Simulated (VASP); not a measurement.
# CdSe in VASP: a series of runs

Runs on CdSe. Level: PBEsol. Tasks: single point.

All numbers are computed with VASP 6.6.1; they aren't measurements. Logs are shortened: lines on timing, memory, paths and dates and some standing lists are left out, and cuts for length are marked.

## Step 1: Starting point

The cell holds a slab with vacuum, 8 atoms: a = 4.298 Å, b = 4.298 Å, c = 23.400 Å, α = 90.00°, β = 90.00°, γ = 120.00°.

## Step 2: Single point, PBEsol

Input file INCAR:

```
PREC = Accurate
ENCUT = 340
EDIFF = 1E-7
ISMEAR = 0
SIGMA = 0.05
LREAL = False
LASPH = True
NELM = 120
ALGO = Normal
ISIF = 2
LWAVE = False
LCHARG = False
LDIPOL = True
IDIPOL = 3
DIPOL = 0.5 0.5 0.500
GGA = PS
NBANDS = 52
LVHAR = True
LVACPOTAV = True
```

Input file KPOINTS:

```
Automatic mesh
0
Gamma
  3 3 1
```

Input file POSCAR:

```
CdSe
1.0
    4.2984999142      0.0000000000      0.0000000000
   -2.1492499571      3.7226101239      0.0000000000
    0.0000000000      0.0000000000     23.3997000000
Se Cd
4 4
Direct
    0.6666666667      0.3333333334      0.2564135438
    0.3333333333      0.6666666666      0.4063129014
    0.6666666667      0.3333333334      0.5562122591
    0.3333333333      0.6666666666      0.7061116168
    0.3333333333      0.6666666666      0.2938883832
    0.6666666667      0.3333333334      0.4437877409
    0.3333333333      0.6666666666      0.5936870986
    0.6666666667      0.3333333334      0.7435864562
```

Potentials or basis: VASP PAW PBE potentials, release 64 (Se, Cd).

Command:

```bash
> cat potpaw_PBE.64/Se/POTCAR potpaw_PBE.64/Cd/POTCAR > POTCAR
> mpirun -np 1 vasp_std > vasp.out
```

OUTCAR:

```text
PREC = Accurate
   ENCUT = 340
   EDIFF = 1E-7
   ISMEAR = 0
   LREAL = False
   LASPH = True
   NELM = 120
   ISIF = 2
   GGA = PS

 Found      3 irreducible k-points:

 Following reciprocal coordinates:
            Coordinates               Weight
  0.000000  0.000000  0.000000      1.000000
  0.333333 -0.000000  0.000000      6.000000
  0.333333  0.333333  0.000000      2.000000
   k-points           NKPTS =      3   k-points in BZ     NKDIM =      3   number of bands    NBANDS=     52
   number of dos      NEDOS =    301   number of ions     NIONS =      8
   total plane-waves  NPLWV = 112896
   dimension x,y,z NGX =    28 NGY =   28 NGZ =  144
   dimension x,y,z NGXF=    56 NGYF=   56 NGZF=  288
   ions per type =               4   4
   NGX,Y,Z   is equivalent  to a cutoff of  10.83, 10.83, 10.23 a.u.
   NGXF,Y,Z  is equivalent  to a cutoff of  21.66, 21.66, 20.46 a.u.
 SYSTEM =  unknown system
   PREC   = accura    normal or accurate (medium, high low for compatibility)
   ISTART =      0    job   : 0-new  1-cont  2-samecut
   ICHARG =      2    charge: 1-file 2-atom 10-const
   ISPIN  =      1    spin polarized calculation?
   LNONCOLLINEAR =      F non collinear calculations
   LSORBIT =      F    spin-orbit coupling
   LASPH  =      T    aspherical Exc in radial PAW
   ENCUT  =  340.0 eV  24.99 Ry    5.00 a.u.   6.46  6.46 35.18*2*pi/ulx,y,z
   NELM   =    120;   NELMIN=  2; NELMDL= -5     # of ELM steps
   EDIFF  = 0.1E-06   stopping-criterion for ELM
   LREAL  =      F    real-space projection
   EDIFFG = 0.1E-05   stopping-criterion for IOM
   NSW    =      0    number of steps for IOM
   IBRION =     -1    ionic relax: 0-MD 1-quasi-New 2-CG
   NFREE  =      0    steps in history (QN), initial steepest desc. (CG)
   ISIF   =      2    stress and relaxation
   ISYM   =      2    0-nonsym 1-usesym 2-fastsym
   POTIM  = 0.5000    time-step for ionic-motion
   TEBEG  =    0.0;   TEEND  =   0.0 temperature during run
   PSTRESS=    0.0 pullay stress
   NELECT =      72.0000    total number of electrons
   NUPDOWN=      -1.0000    fix difference up-down
   EMIN   =  10.00;   EMAX   =-10.00  energy-range for DOS
   EFERMI =   0.00;   METHOD = LEGACY
   ISMEAR =     0;   SIGMA  =   0.05  broadening in eV -4-tet -1-fermi 0-gaus
   EFERMI_NEDOS =   21; number of points for ismear=-14 and -15
   IALGO  =     38    algorithm
   IMIX   =      4    mixing-type and parameters
     AMIX     =   0.40;   BMIX     =  1.00
     AMIX_MAG =   1.60;   BMIX_MAG =  1.00
  volume/ion in A,a.u.               =      46.80       315.85
  Fermi-wavevector in a.u.,A,eV,Ry     =   0.944918  1.785636 12.148232  0.892870
  Thomas-Fermi vector in A             =   2.072769
   LORBIT       =      0    0 simple, 1 ext, 2 COOP (PROOUT), +10 PAW based schemes
   GGA     = PS    functional components
   LHFCALC =     F    Hartree Fock is set to
   AEXX    =    0.0000 exact exchange contribution
   IVDW    =     0    specifies the selected vdW correction
   LEPSILON=     F    determine dielectric tensor
   LRPA    =     F    only Hartree local field effects (RPA)
 non-spin polarized calculation
 Gauss-broadening in eV      SIGMA  =   0.05
  energy-cutoff  :      340.00
  volume of cell :      374.43
 maximum number of plane-waves:      5387
 NGX is ok and might be reduce to    28
   NGX = 13   NGY = 13   NGZ = 71

 dipolmoment           0.000000      0.000000      0.004921 electrons x Angstroem

 number of electron      72.0000002 magnetization

 dipolmoment           0.000000      0.000000     -0.317913 electrons x Angstroem

 Free energy of the ion-electron system (eV)
  ---------------------------------------------------
  ext. energy  EPLUGINS =         0.00000000
  ---------------------------------------------------
  free energy    TOTEN  =       -22.59934937 eV

  energy without entropy =      -22.58668358  energy(sigma->0) =      -22.59301648

 E-fermi :  -0.8381     XC(G=0):  -5.9702

 val. band max:       -1.0680748557   @ k =   0.0000   0.0000   0.0000
 cond. band min:      -0.8084663562   @ k =   0.0000   0.0000   0.0000
 fundamental gap:      0.2596084995
 Fermi energy:        -0.8381048986

 k-point     1 :       0.0000    0.0000    0.0000
  band No.  band energies     occupation
      1     -15.1045      2.00000
      2     -14.2270      2.00000
      3     -13.5170      2.00000
      4     -12.7326      2.00000
      5     -10.5999      2.00000
      6     -10.5999      2.00000
[... 40 lines left out ...]
     47       4.3051      0.00000
     48       4.7321      0.00000

 k-point     2 :       0.3333   -0.0000    0.0000
  band No.  band energies     occupation
      1     -14.9098      2.00000
      2     -14.0364      2.00000
      3     -13.3289      2.00000
      4     -12.5502      2.00000
      5     -10.5098      2.00000
      6     -10.4645      2.00000
[... 40 lines left out ...]
     47       4.4763      0.00000
     48       5.0240      0.00000

 k-point     3 :       0.3333    0.3333    0.0000
  band No.  band energies     occupation
      1     -14.8135      2.00000
      2     -13.9421      2.00000
      3     -13.2359      2.00000
      4     -12.4611      2.00000
      5     -10.5005      2.00000
      6     -10.3589      2.00000
[... 40 lines left out ...]
     47       5.0386      0.00000
     48       5.3137      0.00000
 [bands above 48 left out]

------------------------ aborting loop because EDIFF is reached ----------------------------------------

  FORCE on cell =-STRESS in cart. coord.  units (eV):
  Direction    XX          YY          ZZ          XY          YZ          ZX
  --------------------------------------------------------------------------------------
  -------------------------------------------------------------------------------------
  Total       -0.1552479     -0.1552479      1.6172414     -0.0000000      0.0000000     -0.0000000
  in kB       -0.6642959     -0.6642959      6.9200728     -0.0000000      0.0000000     -0.0000000
  external PRESSURE =       1.8638270 kB  Pullay stress =       0.0000000 kB

 VOLUME and BASIS-vectors are now :
 -----------------------------------------------------------------------------
  energy-cutoff  :      340.00
  volume of cell :      374.43
      direct lattice vectors                 reciprocal lattice vectors
     4.298499914  0.000000000  0.000000000     0.232639297  0.134314361  0.000000000
    -2.149249957  3.722610124  0.000000000     0.000000000  0.268628722  0.000000000
     0.000000000  0.000000000 23.399700000     0.000000000  0.000000000  0.042735591

 POSITION                                       TOTAL-FORCE (eV/Angst)
 -----------------------------------------------------------------------------------
      2.14925      1.24087      6.00000         0.000000      0.000000     -0.063431
     -0.00000      2.48174      9.50760         0.000000      0.000000      0.441635
      2.14925      1.24087     13.01520         0.000000      0.000000      0.402266
     -0.00000      2.48174     16.52280        -0.000000      0.000000      0.929343
     -0.00000      2.48174      6.87690         0.000000      0.000000     -0.254068
      2.14925      1.24087     10.38450        -0.000000     -0.000000     -0.399032
     -0.00000      2.48174     13.89210         0.000000     -0.000000     -0.532093
      2.14925      1.24087     17.39970         0.000000     -0.000000     -0.524621
 -----------------------------------------------------------------------------------
    total drift:                                0.000000      0.000000      0.001195

  FREE ENERGIE OF THE ION-ELECTRON SYSTEM (eV)
  ---------------------------------------------------
  free  energy   TOTEN  =       -22.5993493677 eV

  energy  without entropy=      -22.5866835826  energy(sigma->0) =      -22.59301648

 vacuum level on the upper side and lower side of the slab         1.875         5.475
```

Wall time 88 s (1 thread of Intel Xeon 6975P-C (Granite Rapids), shared host); peak memory 0.31 GiB.

These settings aren't checked as converged: the numbers below hold their error.

What came out:

* Free energy: -22.5993 eV
* Largest force: 0.929 eV/Å
* Band gap on the k mesh: none (metal or under the smearing width)
* Work function of the upper face: 2.71 eV
* Work function of the lower face: 6.31 eV

Caveat: the k mesh is coarse (spacing up to 0.56 Å⁻¹), so the values aren't converged; the cutoff is under 1.25 times the usual one of these potentials, so pressure, stress and relaxed cells hold a basis-set (Pulay) error; the PAW data sets were made with another functional, which shifts forces and pressure a little; the cell's inner coordinates are idealised or old, which leaves forces on the atoms.

## Step 3: Single point, PBEsol

INCAR, as its differences from that of step 2:

```diff
@@ -1,3 +1,3 @@
 PREC = Accurate
-ENCUT = 340
+ENCUT = 520
 EDIFF = 1E-7
```

KPOINTS is that of step 2.

POSCAR is that of step 2.

Potentials or basis: VASP PAW PBE potentials, release 64 (Se, Cd).

Command:

```bash
> cat potpaw_PBE.64/Se/POTCAR potpaw_PBE.64/Cd/POTCAR > POTCAR
> mpirun -np 1 vasp_std > vasp.out
```

OUTCAR:

```text
PREC = Accurate
   ENCUT = 520
   EDIFF = 1E-7
   ISMEAR = 0
   LREAL = False
   LASPH = True
   NELM = 120
   ISIF = 2
   GGA = PS

 Found      3 irreducible k-points:

 Following reciprocal coordinates:
            Coordinates               Weight
  0.000000  0.000000  0.000000      1.000000
  0.333333 -0.000000  0.000000      6.000000
  0.333333  0.333333  0.000000      2.000000
   k-points           NKPTS =      3   k-points in BZ     NKDIM =      3   number of bands    NBANDS=     52
   number of dos      NEDOS =    301   number of ions     NIONS =      8
   total plane-waves  NPLWV = 184320
   dimension x,y,z NGX =    32 NGY =   32 NGZ =  180
   dimension x,y,z NGXF=    64 NGYF=   64 NGZF=  360
   ions per type =               4   4
   NGX,Y,Z   is equivalent  to a cutoff of  12.38, 12.38, 12.79 a.u.
   NGXF,Y,Z  is equivalent  to a cutoff of  24.75, 24.75, 25.58 a.u.
 SYSTEM =  unknown system
   PREC   = accura    normal or accurate (medium, high low for compatibility)
   ISTART =      0    job   : 0-new  1-cont  2-samecut
   ICHARG =      2    charge: 1-file 2-atom 10-const
   ISPIN  =      1    spin polarized calculation?
   LNONCOLLINEAR =      F non collinear calculations
   LSORBIT =      F    spin-orbit coupling
[... 68 lines left out ...]
      3     -13.5187      2.00000
      4     -12.7305      2.00000
      5     -10.6114      2.00000
      6     -10.6114      2.00000
[... 142 lines left out ...]
     47       5.0401      0.00000
     48       5.3119      0.00000
 [bands above 48 left out]

------------------------ aborting loop because EDIFF is reached ----------------------------------------

  FORCE on cell =-STRESS in cart. coord.  units (eV):
  Direction    XX          YY          ZZ          XY          YZ          ZX
  --------------------------------------------------------------------------------------
  -------------------------------------------------------------------------------------
  Total        0.2752556      0.2752556      2.0113864      0.0000000     -0.0000000      0.0000000
  in kB        1.1778012      1.1778012      8.6065942      0.0000000     -0.0000000      0.0000000
  external PRESSURE =       3.6540655 kB  Pullay stress =       0.0000000 kB

 VOLUME and BASIS-vectors are now :
 -----------------------------------------------------------------------------
  energy-cutoff  :      520.00
  volume of cell :      374.43
      direct lattice vectors                 reciprocal lattice vectors
     4.298499914  0.000000000  0.000000000     0.232639297  0.134314361  0.000000000
    -2.149249957  3.722610124  0.000000000     0.000000000  0.268628722  0.000000000
     0.000000000  0.000000000 23.399700000     0.000000000  0.000000000  0.042735591

 POSITION                                       TOTAL-FORCE (eV/Angst)
 -----------------------------------------------------------------------------------
      2.14925      1.24087      6.00000         0.000000     -0.000000     -0.059623
     -0.00000      2.48174      9.50760        -0.000000      0.000000      0.443043
      2.14925      1.24087     13.01520         0.000000      0.000000      0.402456
     -0.00000      2.48174     16.52280         0.000000      0.000000      0.935851
     -0.00000      2.48174      6.87690        -0.000000      0.000000     -0.258519
      2.14925      1.24087     10.38450         0.000000     -0.000000     -0.400353
     -0.00000      2.48174     13.89210        -0.000000      0.000000     -0.531944
      2.14925      1.24087     17.39970        -0.000000     -0.000000     -0.530910
 -----------------------------------------------------------------------------------
    total drift:                               -0.000000     -0.000000      0.000200

  FREE ENERGIE OF THE ION-ELECTRON SYSTEM (eV)
  ---------------------------------------------------
  free  energy   TOTEN  =       -22.6064055367 eV

  energy  without entropy=      -22.5938303061  energy(sigma->0) =      -22.60011792

 vacuum level on the upper side and lower side of the slab         1.874         5.468
```

stdout:

```text
POSCAR found type information on POSCAR SeCd
 POSCAR found :  2 types and       8 ions
 scaLAPACK will be used
 -----------------------------------------------------------------------------
[... 23 lines left out ...]
|     Did not find any points to average over, which means that no vacuum     |
|     field-free region was found. Please increase the size of  your cell     |
|     in the dimension of the dipole correction to obtain accurate            |
|     workfunction values.                                                    |
|                                                                             |
 -----------------------------------------------------------------------------
```

Run time: 2.5 min. Hardware: 1 thread of Intel Xeon 6975P-C (Granite Rapids), shared host; peak memory 0.43 GiB.

These settings aren't checked as converged: the numbers below hold their error.

What came out:

```yaml
Free_energy: -22.6064 eV
Largest_force: 0.936 eV/Å
Band_gap_on_the_k_mesh: none (metal or under the smearing width)
Work_function_of_the_upper_face: 2.71 eV
Work_function_of_the_lower_face: 6.30 eV
```

Caveat: the k mesh is coarse (spacing up to 0.56 Å⁻¹), so the values aren't converged; the PAW data sets were made with another functional, which shifts forces and pressure a little; the cell's inner coordinates are idealised or old, which leaves forces on the atoms.
